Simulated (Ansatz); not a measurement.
An element in the fcc structure gives these cold pressures by all-electron LAPW under PBE (Ansatz 0.2.0, scalar-relativistic, no spin polarisation).

```csv
V (Å³/atom),P (GPa)
24.73,-0.02
21.77,7.91
19.29,18.55
16.82,35.4
14.35,62.9
12.37,96.8
10.64,141.5
```

**Question.** Which element is it?

**Answer.** Sc. Its zero-pressure volume in this structure is near 24.7 Å³/atom; the volume and the steepness of P(V) together point to it, though neighbours can come close. This is the case that was computed; others weren't tested.
